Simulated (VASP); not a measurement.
# Cu (Fm-3m) in VASP: elastic constants with LDA

Aim: the elastic constants of Cu with LDA.

Program: VASP 6.6.1. These are calculated values, not measurements. Logs are shortened: lines on timing, memory, paths and dates and some standing lists are left out, and cuts for length are marked.

## 1. Starting point

Symmetry: Fm-3m, No. 225, cubic system. Conventional cell: a = 3.524 Å, b = 3.524 Å, c = 3.524 Å, α = 90.00°, β = 90.00°, γ = 90.00°. Cu (site symmetry m-3m) has 12 Cu at 2.49 Å as nearest neighbours.

The cell was built by a generator and needn't be a form met in nature.

## 2. Elastic constants, LDA

POSCAR

```
Cu
1.0
   -0.0000000000      1.7621528151      1.7621528151
    1.7621528151     -0.0000000000      1.7621528151
    1.7621528151      1.7621528151      0.0000000000
  Cu
     1
Direct
     0.0000000000000000    0.0000000000000000    0.0000000000000000
```

INCAR.step1

```
SYSTEM = Cu
  ALGO = Normal
  EDIFF = 1E-8
  EDIFFG = -0.002
  ENCUT = 600
  IBRION = 2
  ISIF = 3
  ISMEAR = 1
  KPAR = 8
  LASPH = .True.
  LCHARG = .False.
  LREAL = .False.
  LWAVE = .False.
  NELM = 100
  NSW = 40
  PREC = Accurate
  SIGMA = 0.2
```

INCAR.step2

```
SYSTEM = Cu
  ALGO = Normal
  EDIFF = 1E-8
  ENCUT = 600
  IBRION = 6
  ISIF = 3
  ISMEAR = 1
  KPAR = 8
  LASPH = .True.
  LCHARG = .False.
  LREAL = .False.
  LWAVE = .False.
  NELM = 100
  NFREE = 2
  NSW = 1
  POTIM = 0.015
  PREC = Accurate
  SIGMA = 0.2
```

KPOINTS

```
k-points
0
Gamma
  24 24 24
  0 0 0
```

Potentials or basis: VASP PAW LDA potentials, release 64 (Cu).

Started as:

```bash
> cat potpaw_LDA.64/Cu/POTCAR > POTCAR
> cp INCAR.step1 INCAR
> mpirun -np 8 vasp_std > vasp.out
> cp CONTCAR POSCAR
> cp INCAR.step2 INCAR
> mpirun -np 8 vasp_std > vasp.out
```

OUTCAR:

```text
SYSTEM = Cu
   EDIFF = 1E-8
   ENCUT = 600
   IBRION = 6
   ISIF = 3
   ISMEAR = 1
   LASPH = .True.
   LREAL = .False.
   NELM = 100
   NFREE = 2
   NSW = 1
   POTIM = 0.015
   PREC = Accurate

 ion  position               nearest neighbor table
   1  0.000  0.000  0.000-

  LATTYP: Found a face centered cubic cell.
 ALAT       =     3.5243056302

  Lattice vectors:

 A1 = (   0.0000000000,   1.7621528151,   1.7621528151)
 A2 = (   1.7621528151,   0.0000000000,   1.7621528151)
 A3 = (   1.7621528151,   1.7621528151,   0.0000000000)

Analysis of symmetry for initial positions (statically):
=====================================================================
 Subroutine PRICEL returns:
 Original cell was already a primitive cell.

 Routine SETGRP: Setting up the symmetry group for a
 face centered cubic supercell.

 Subroutine GETGRP returns: Found 48 space group operations
 (whereof 48 operations were pure point group operations)
 out of a pool of 48 trial point group operations.

The static configuration has the point symmetry O_h .

Analysis of symmetry for dynamics (positions and initial velocities):
=====================================================================
 Subroutine PRICEL returns:
 Original cell was already a primitive cell.

 Routine SETGRP: Setting up the symmetry group for a
 face centered cubic supercell.

 Subroutine GETGRP returns: Found 48 space group operations
 (whereof 48 operations were pure point group operations)
 out of a pool of 48 trial point group operations.

The dynamic configuration has the point symmetry O_h .

 Subroutine INISYM returns: Found 48 space group operations
 (whereof 48 operations are pure point group operations),
 and found     1 'primitive' translations

----------------------------------------------------------------------------------------

                                     Primitive cell

  volume of cell :      10.9436

  direct lattice vectors                    reciprocal lattice vectors
     0.000000000  1.762152815  1.762152815    -0.283743836  0.283743836  0.283743836
     1.762152815  0.000000000  1.762152815     0.283743836 -0.283743836  0.283743836
     1.762152815  1.762152815  0.000000000     0.283743836  0.283743836 -0.283743836

  length of vectors
     2.492060410  2.492060410  2.492060410     0.491458741  0.491458741  0.491458741

  position of ions in fractional coordinates (direct lattice)
     0.000000000  0.000000000  0.000000000

  ion indices of the primitive-cell ions
   primitive index   ion index
                 1           1

----------------------------------------------------------------------------------------

 KPOINTS: k-points

Automatic generation of k-mesh.
 Grid dimensions read from file:
 generate k-points for:   24   24   24

 Generating k-lattice:

  Cartesian coordinates                     Fractional coordinates (reciprocal lattice)
    -0.011822660  0.011822660  0.011822660     0.041666667  0.000000000  0.000000000
     0.011822660 -0.011822660  0.011822660     0.000000000  0.041666667  0.000000000
     0.011822660  0.011822660 -0.011822660     0.000000000  0.000000000  0.041666667

  Length of vectors
     0.020477448  0.020477448  0.020477448

  Shift w.r.t. Gamma in fractional coordinates (k-lattice)
[... 97 lines left out ...]
  ext. energy  EPLUGINS =         0.00000000
  ---------------------------------------------------
  free energy    TOTEN  =        -4.70855963 eV

  energy without entropy =       -4.70890518  energy(sigma->0) =       -4.70867481

------------------------ aborting loop because EDIFF is reached ----------------------------------------

  FORCE on cell =-STRESS in cart. coord.  units (eV):
  Direction    XX          YY          ZZ          XY          YZ          ZX
  --------------------------------------------------------------------------------------
  -------------------------------------------------------------------------------------
  Total       -0.0006379     -0.0006379     -0.0006379     -0.0000000     -0.0000000      0.0000000
  in kB       -0.0933887     -0.0933887     -0.0933887     -0.0000000     -0.0000000      0.0000000
  external PRESSURE =      -0.0933887 kB  Pullay stress =       0.0000000 kB
[... 86 lines left out ...]
  FREE ENERGIE OF THE ION-ELECTRON SYSTEM (eV)
  ---------------------------------------------------
  free  energy   TOTEN  =        -4.7067472826 eV

  energy  without entropy=       -4.7069587746  energy(sigma->0) =       -4.70681778

[... ionic steps 4 to 12 ...]

--------------------------------------- Ionic step       13  -------------------------------------------

 number of electron      11.0000001 magnetization

------------------------ aborting loop because EDIFF is reached ----------------------------------------
[... 65 lines left out ...]
--------------------------------------- Ionic step       15  -------------------------------------------

 number of electron      11.0000000 magnetization

 Free energy of the ion-electron system (eV)
  ---------------------------------------------------
  ext. energy  EPLUGINS =         0.00000000
  ---------------------------------------------------
  free energy    TOTEN  =        -4.70855615 eV

  energy without entropy =       -4.70890168  energy(sigma->0) =       -4.70867133

 E-fermi :   8.3489     XC(G=0): -13.5538

 val. band max:        8.3351955152   @ k =   0.5000   0.1667   0.0417
 cond. band min:       8.4038458690   @ k =  -0.4167   0.1250   0.0417
 fundamental gap:      0.0686503538
 Fermi energy:         8.3489023485

 k-point     1 :       0.0000    0.0000    0.0000
  band No.  band energies     occupation
      1      -1.6102      2.00000
      2       5.0177      2.00000
      3       5.0177      2.00000
      4       5.0177      2.00000
      5       5.9604      2.00000
      6       5.9604      2.00000
      7      31.6153      0.00000
      8      34.6941      0.00000
      9      34.6941      0.00000
[... 265 lines left out ...]
 k-point    24 :       0.4583    0.0417    0.0000
  band No.  band energies     occupation
      1       2.7418      2.00000
      2       4.9739      2.00000
      3       5.0267      2.00000
      4       6.1012      2.00000
      5       6.5859      2.00000
      6       7.0871      2.00000
      7      13.2910      0.00000
      8      29.7978      0.00000
      9      30.5963      0.00000

 [... further k-points ...]

------------------------ aborting loop because EDIFF is reached ----------------------------------------

  FORCE on cell =-STRESS in cart. coord.  units (eV):
  Direction    XX          YY          ZZ          XY          YZ          ZX
  --------------------------------------------------------------------------------------
  -------------------------------------------------------------------------------------
  Total       -0.0010124     -0.0010124     -0.0010124     -0.0000000      0.0000000      0.0000000
  in kB       -0.1482217     -0.1482217     -0.1482217     -0.0000000      0.0000000      0.0000000
  external PRESSURE =      -0.1482217 kB  Pullay stress =       0.0000000 kB
[... 16 lines left out ...]
  FREE ENERGIE OF THE ION-ELECTRON SYSTEM (eV)
  ---------------------------------------------------
  free  energy   TOTEN  =        -4.7085561549 eV

  energy  without entropy=       -4.7089016839  energy(sigma->0) =       -4.70867133

 INTERNAL STRAIN TENSORS FROM STRAINED CELLS
 ============================================

 INTERNAL STRAIN TENSOR FOR ION    1 for displacements in x,y,z  (eV/Angst):
          X           Y           Z          XY          YZ          ZX
  --------------------------------------------------------------------------------
  x     0.00000     0.00000    -0.00000     0.00000    -0.00000     0.00000
  y     0.00000     0.00000    -0.00000    -0.00000    -0.00000    -0.00000
  z     0.00000     0.00000     0.00000     0.00000     0.00000     0.00000

 INTERNAL STRAIN TENSORS FROM DISPLACED ATOMS
 ============================================

 INTERNAL STRAIN TENSOR FOR ION    1 for displacements in x,y,z  (eV/Angst):
          X           Y           Z          XY          YZ          ZX
  --------------------------------------------------------------------------------
  x     0.00000     0.00000     0.00000     0.00000     0.00000     0.00000
  y     0.00000     0.00000     0.00000     0.00000     0.00000     0.00000
  z     0.00000     0.00000     0.00000     0.00000     0.00000     0.00000

 Eigenvectors and eigenvalues of the dynamical matrix
 ----------------------------------------------------

   1 f  =    0.000000 THz     0.000000 2PiTHz    0.000000 cm-1     0.000000 meV
             X         Y         Z           dx          dy          dz
      0.000000  0.000000  0.000000     0.759257   -0.650791    0.000000

   2 f  =    0.000000 THz     0.000000 2PiTHz    0.000000 cm-1     0.000000 meV
             X         Y         Z           dx          dy          dz
      0.000000  0.000000  0.000000    -0.650791   -0.759257    0.000000

   3 f  =    0.000000 THz     0.000000 2PiTHz    0.000000 cm-1     0.000000 meV
             X         Y         Z           dx          dy          dz
      0.000000  0.000000  0.000000     0.000000    0.000000    1.000000

--------------------------------------------------------------------------------------------------------

 ELASTIC MODULI CONTR FROM IONIC RELAXATION (kBar)
 Direction    XX          YY          ZZ          XY          YZ          ZX
 --------------------------------------------------------------------------------
 XX           0.0000      0.0000      0.0000      0.0000      0.0000      0.0000
 YY           0.0000      0.0000      0.0000      0.0000      0.0000      0.0000
 ZZ           0.0000      0.0000      0.0000      0.0000      0.0000      0.0000
 XY           0.0000      0.0000      0.0000      0.0000      0.0000      0.0000
 YZ           0.0000      0.0000      0.0000      0.0000      0.0000      0.0000
 ZX           0.0000      0.0000      0.0000      0.0000      0.0000      0.0000
 --------------------------------------------------------------------------------

 TOTAL ELASTIC MODULI (kBar)
 Direction    XX          YY          ZZ          XY          YZ          ZX
 --------------------------------------------------------------------------------
 XX        2316.6683   1602.4982   1602.4982      0.0000      0.0000      0.0000
 YY        1602.4982   2316.6683   1602.4982     -0.0000     -0.0000      0.0000
 ZZ        1602.4982   1602.4982   2316.6683     -0.0000      0.0000      0.0000
 XY           0.0000     -0.0000     -0.0000   1049.8183      0.0000      0.0000
 YZ           0.0000     -0.0000      0.0000      0.0000   1049.8183      0.0000
 ZX           0.0000      0.0000      0.0000      0.0000      0.0000   1049.8183
 --------------------------------------------------------------------------------
```

It took 6.6 min on 8 MPI ranks of AMD EPYC 7R43 (Zen 3), shared host; peak memory 0.77 GiB.

Results:

| Property | Result |
| --- | --- |
| Elastic constants C11, C12, C44 | 232, 160, 105 GPa |
| Voigt bulk modulus | 184 GPa |

Elastic tensor in Voigt notation (GPa, in the Cartesian axes of the cell as first typed):
```
232 160 160   0   0   0
160 232 160   0   0   0
160 160 232   0   0   0
  0   0   0 105   0   0
  0   0   0   0 105   0
  0   0   0   0   0 105
```

Clamped-ion elastic tensor (GPa):
```
232 160 160   0   0   0
160 232 160   0   0   0
160 160 232   0   0   0
  0   0   0 105   0   0
  0   0   0   0 105   0
  0   0   0   0   0 105
```
